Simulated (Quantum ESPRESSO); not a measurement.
# How NaH absorbs and reflects light

Wanted: where NaH starts to absorb, how strongly, and its refractive index.

Calculated with Quantum ESPRESSO 7.5; DFT, PBE, plane waves with norm-conserving potentials (PseudoDojo), scalar-relativistic, independent-particle optical response without local fields and without the non-local commutator.

### Step 1. The structure

The structure is cubic, space group Fm-3m (No. 225). The conventional cell has a = 4.880 Å, b = 4.880 Å, c = 4.880 Å, α = 90.00°, β = 90.00°, γ = 90.00°. Nearest to Na lie 6 H at 2.44 Å. Nearest to H lie 6 Na at 2.44 Å. Farther neighbours are not listed.

Structure file:

```cif
data_structure
_symmetry_space_group_name_H-M 'P 1'
_symmetry_Int_Tables_number 1
_cell_length_a 3.4507
_cell_length_b 3.4507
_cell_length_c 3.4507
_cell_angle_alpha 60.000
_cell_angle_beta 60.000
_cell_angle_gamma 60.000
_cell_volume 29.05
loop_
_atom_site_label
_atom_site_type_symbol
_atom_site_fract_x
_atom_site_fract_y
_atom_site_fract_z
_atom_site_occupancy
Na1 Na 0.00000 0.00000 0.00000 1
H2 H 0.50000 0.50000 0.50000 1
```

### Step 2. Ground state

The self-consistent density comes first; it also tells whether there is a gap, which decides the occupations and the need for a Drude term.

This step: DFT, PBE, plane waves with norm-conserving potentials (PseudoDojo), scalar-relativistic, ground state (Quantum ESPRESSO 7.5).

File scf.in:

```
&control
  calculation = 'scf'
  prefix = 'x'
  outdir = './tmp'
  pseudo_dir = './'
  verbosity = 'high'
/
&system
  ibrav = 0
  nat = 2
  ntyp = 2
  ecutwfc = 90
  occupations = 'smearing'
  smearing = 'fd'
  degauss = 0.003675
  nbnd = 9
/
&electrons
  conv_thr = 1e-09
  electron_maxstep = 100
/
ATOMIC_SPECIES
  Na 1.0 Na.upf
  H 1.0 H.upf
CELL_PARAMETERS angstrom
  0.000000000000 2.440000000000 2.440000000000
  2.440000000000 0.000000000000 2.440000000000
  2.440000000000 2.440000000000 0.000000000000
ATOMIC_POSITIONS crystal
  Na 0.000000000000 0.000000000000 0.000000000000
  H 0.500000000000 0.500000000000 0.500000000000
K_POINTS automatic
  8 8 8 0 0 0
```

Started as:

```sh
$ mpirun -n 4 pw.x -nk 4 -in scf.in
```

The program printed:

```text
for quantum simulation of materials; please cite

     using ibrav=0 with symmetry is DISCOURAGED, use correct ibrav instead

     G-vector sticks info
     --------------------
     sticks:   dense  smooth     PW     G-vecs:    dense   smooth      PW
     Sum        1045    1045    313                22419    22419    3695

     Using Slab Decomposition

     bravais-lattice index     =            0
     lattice parameter (alat)  =       6.5208  a.u.
     unit-cell volume          =     196.0632 (a.u.)^3
     number of atoms/cell      =            2
     number of atomic types    =            2
     number of electrons       =        10.00
     number of Kohn-Sham states=            9
     kinetic-energy cutoff     =      90.0000  Ry
     charge density cutoff     =     360.0000  Ry
     scf convergence threshold =      1.0E-09
     mixing beta               =       0.7000
     number of iterations used =            8  plain     mixing
     Exchange-correlation= PBE
                           (   1   4   3   4   0   0   0)

     celldm(1)=   6.520842  celldm(2)=   0.000000  celldm(3)=   0.000000
     celldm(4)=   0.000000  celldm(5)=   0.000000  celldm(6)=   0.000000

     crystal axes: (cart. coord. in units of alat)
               a(1) = (   0.000000   0.707107   0.707107 )
               a(2) = (   0.707107   0.000000   0.707107 )
               a(3) = (   0.707107   0.707107   0.000000 )

     reciprocal axes: (cart. coord. in units 2 pi/alat)
               b(1) = ( -0.707107  0.707107  0.707107 )
               b(2) = (  0.707107 -0.707107  0.707107 )
               b(3) = (  0.707107  0.707107 -0.707107 )

     ./Na.upf
     Pseudo is Norm-conserving, Zval =  9.0
     Generated using ONCVPSP code by D. R. Hamann
     Using radial grid of 1992 points,  4 beta functions with:
                l(1) =   0
                l(2) =   0
                l(3) =   1
                l(4) =   1

     ./H.upf
     Pseudo is Norm-conserving, Zval =  1.0
     Generated using ONCVPSP code by D. R. Hamann
     Using radial grid of 1166 points,  3 beta functions with:
                l(1) =   0
                l(2) =   0
                l(3) =   1

     atomic species   valence    mass     pseudopotential
     Na                9.00     1.00000     Na( 1.00)
     H                 1.00     1.00000     H ( 1.00)

     48 Sym. Ops., with inversion, found

                                    s                        frac. trans.

     [... symmetry matrices left out ...]
   Cartesian axes

     site n.     atom                  positions (alat units)
         1        Na     tau(   1) = (   0.0000000   0.0000000   0.0000000  )
         2        H      tau(   2) = (   0.7071068   0.7071068   0.7071068  )

   Crystallographic axes

     site n.     atom                  positions (cryst. coord.)
         1        Na     tau(   1) = (  0.0000000  0.0000000  0.0000000  )
         2        H      tau(   2) = (  0.5000000  0.5000000  0.5000000  )

     number of k points=    29  Fermi-Dirac smearing, width (Ry)=  0.0037
                       cart. coord. in units 2pi/alat
        k(    1) = (   0.0000000   0.0000000   0.0000000), wk =   0.0039062
        k(    2) = (   0.0883883   0.0883883  -0.0883883), wk =   0.0312500
        k(    3) = (   0.1767767   0.1767767  -0.1767767), wk =   0.0312500
        k(    4) = (   0.2651650   0.2651650  -0.2651650), wk =   0.0312500
        k(    5) = (  -0.3535534  -0.3535534   0.3535534), wk =   0.0156250
        k(    6) = (   0.1767767   0.0000000   0.0000000), wk =   0.0234375
        k(    7) = (   0.2651650   0.0883883  -0.0883883), wk =   0.0937500
        k(    8) = (   0.3535534   0.1767767  -0.1767767), wk =   0.0937500
        k(    9) = (  -0.2651650  -0.4419417   0.4419417), wk =   0.0937500
        k(   10) = (  -0.1767767  -0.3535534   0.3535534), wk =   0.0937500
        k(   11) = (  -0.0883883  -0.2651650   0.2651650), wk =   0.0937500
        k(   12) = (   0.0000000  -0.1767767   0.1767767), wk =   0.0468750
        k(   13) = (   0.3535534   0.0000000   0.0000000), wk =   0.0234375
        k(   14) = (   0.4419417   0.0883883  -0.0883883), wk =   0.0937500
        k(   15) = (  -0.1767767  -0.5303301   0.5303301), wk =   0.0937500
        k(   16) = (  -0.0883883  -0.4419417   0.4419417), wk =   0.0937500
[...]
cryst. coord.
[...]
k(   22) = (   0.1250000   0.2500000   0.3750000), wk =   0.0937500
        k(   23) = (   0.1250000   0.2500000  -0.5000000), wk =   0.1875000
        k(   24) = (   0.1250000   0.2500000  -0.3750000), wk =   0.0937500
        k(   25) = (   0.1250000   0.3750000  -0.5000000), wk =   0.0937500
        k(   26) = (   0.1250000   0.3750000  -0.3750000), wk =   0.1875000
        k(   27) = (   0.1250000   0.3750000  -0.2500000), wk =   0.0937500
        k(   28) = (   0.1250000  -0.5000000  -0.3750000), wk =   0.0468750
        k(   29) = (   0.2500000  -0.5000000  -0.2500000), wk =   0.0234375

     Dense  grid:    22419 G-vectors     FFT dimensions: (  40,  40,  40)

     Initial potential from superposition of free atoms

     starting charge       9.9937, renormalised to      10.0000
     Starting wfcs are    6 randomized atomic wfcs +    3 random wfcs

     Self-consistent Calculation

     iteration #  1     ecut=    90.00 Ry     beta= 0.70
     Davidson diagonalization with overlap

            49 MiB given to the printing process from OS
            18 MiB allocation reported by mallinfo(arena+hblkhd)
------------------
     ethr =  1.00E-02,  avg # of iterations =  4.9

     Threshold (ethr) on eigenvalues was too large:
     Diagonalizing with lowered threshold

     Davidson diagonalization with overlap

            51 MiB given to the printing process from OS
            21 MiB allocation reported by mallinfo(arena+hblkhd)
------------------
     ethr =  9.14E-04,  avg # of iterations =  1.2

     total energy              =     -92.60883097 Ry
     estimated scf accuracy    <       0.09140355 Ry

     iteration #  2     ecut=    90.00 Ry     beta= 0.70
     Davidson diagonalization with overlap

            59 MiB given to the printing process from OS
            25 MiB allocation reported by mallinfo(arena+hblkhd)
------------------
     ethr =  9.14E-04,  avg # of iterations =  1.9

     total energy              =     -92.62284227 Ry
     estimated scf accuracy    <       0.00129115 Ry

     iteration #  3     ecut=    90.00 Ry     beta= 0.70
     Davidson diagonalization with overlap

            59 MiB given to the printing process from OS
            26 MiB allocation reported by mallinfo(arena+hblkhd)
------------------
     ethr =  1.29E-05,  avg # of iterations =  3.1

     total energy              =     -92.62306303 Ry
     estimated scf accuracy    <       0.00006664 Ry

     iteration #  4     ecut=    90.00 Ry     beta= 0.70
     Davidson diagonalization with overlap

            60 MiB given to the printing process from OS
            26 MiB allocation reported by mallinfo(arena+hblkhd)
------------------
     ethr =  6.66E-07,  avg # of iterations =  2.6

     total energy              =     -92.62307329 Ry
     estimated scf accuracy    <       0.00000226 Ry

     iteration #  5     ecut=    90.00 Ry     beta= 0.70
     Davidson diagonalization with overlap

            61 MiB given to the printing process from OS
            27 MiB allocation reported by mallinfo(arena+hblkhd)
------------------
     ethr =  2.26E-08,  avg # of iterations =  2.0

     total energy              =     -92.62307388 Ry
     estimated scf accuracy    <       0.00000006 Ry

     iteration #  6     ecut=    90.00 Ry     beta= 0.70
     Davidson diagonalization with overlap

            61 MiB given to the printing process from OS
            28 MiB allocation reported by mallinfo(arena+hblkhd)
------------------
     ethr =  5.63E-10,  avg # of iterations =  2.0

     total energy              =     -92.62307390 Ry
     estimated scf accuracy    <          4.7E-09 Ry

     iteration #  7     ecut=    90.00 Ry     beta= 0.70
     Davidson diagonalization with overlap

            62 MiB given to the printing process from OS
            28 MiB allocation reported by mallinfo(arena+hblkhd)
------------------
     ethr =  4.74E-11,  avg # of iterations =  2.0

     End of self-consistent calculation

          k = 0.0000 0.0000 0.0000 (  2741 PWs)   bands (ev):

   -49.6863 -21.5837 -21.5837 -21.5837  -2.9286  10.7641  16.0470  16.0471
    16.7721

     occupation numbers
     1.0000   1.0000   1.0000   1.0000   1.0000   0.0000   0.0000   0.0000
     0.0000

          k = 0.0884 0.0884-0.0884 (  2800 PWs)   bands (ev):

   -49.6854 -21.5962 -21.5852 -21.5852  -2.6678   9.9225  13.4208  15.1995
    15.1995

     occupation numbers
     1.0000   1.0000   1.0000   1.0000   1.0000   0.0000   0.0000   0.0000
     0.0000

          k = 0.1768 0.1768-0.1768 (  2824 PWs)   bands (ev):

   -49.6834 -21.6260 -21.5888 -21.5888  -1.9262   7.6946  11.9376  14.4284
    14.4284

     occupation numbers
     1.0000   1.0000   1.0000   1.0000   1.0000   0.0000   0.0000   0.0000
     0.0000

          k = 0.2652 0.2652-0.2652 (  2821 PWs)   bands (ev):

   -49.6813 -21.6556 -21.5925 -21.5925  -0.8872   5.4078  11.3479  13.9864
    13.9864

     occupation numbers
     1.0000   1.0000   1.0000   1.0000   1.0000   0.0000   0.0000   0.0000
     0.0000

          k =-0.3536-0.3536 0.3536 (  2824 PWs)   bands (ev):

   -49.6805 -21.6677 -21.5940 -21.5940  -0.2434   4.3191  11.1819  13.8451
    13.8451

     occupation numbers
     1.0000   1.0000   1.0000   1.0000   1.0000   0.0000   0.0000   0.0000
     0.0000

     [... further k points left out ...]

     the Fermi energy is     2.5156 ev

!    total energy              =     -92.62307390 Ry
     estimated scf accuracy    <          1.3E-10 Ry
     smearing contrib. (-TS)   =       0.00000000 Ry
     internal energy E=F+TS    =     -92.62307390 Ry

     The total energy is F=E-TS. E is the sum of the following terms:
     one-electron contribution =     -72.37366884 Ry
     hartree contribution      =      37.12211356 Ry
     xc contribution           =     -14.47629658 Ry
     ewald contribution        =     -42.89522205 Ry

     convergence has been achieved in   7 iterations

     XML data file, charge density, pseudopotentials, collected wavefunctions

                                        0.00s GPU  (     247 calls)

=------------------------------------------------------------------------------=
   JOB DONE.
=------------------------------------------------------------------------------=
```

Wall time 3.2 s (4 MPI ranks of Arm Neoverse V1, shared host); peak memory 0.06 GiB; 13 s of CPU time.

Numbers from this step:

| Quantity | Value |
| --- | --- |
| total energy | -92.62 Ry |
| gap on the k-mesh | 3.717 eV |
| direct gap on the mesh | 4.562 eV |

There is a gap, 3.72 eV on this mesh (points off the mesh can give less), so no carriers' term is needed.

(Part 1 of 3 ends here.)

[Machine, clock, banner and «Message from routine» lines are left out of the logs.]

[Logs are printed without paths, hosts, clocks, repeated set-up lines and the standing remarks that a program may print on its own settings, such as how far it seeks lower states.]

[Hosts, paths, dates, database ids (printed as entryN), source tags and the programs' standing remarks are cut or masked in the printed files.]
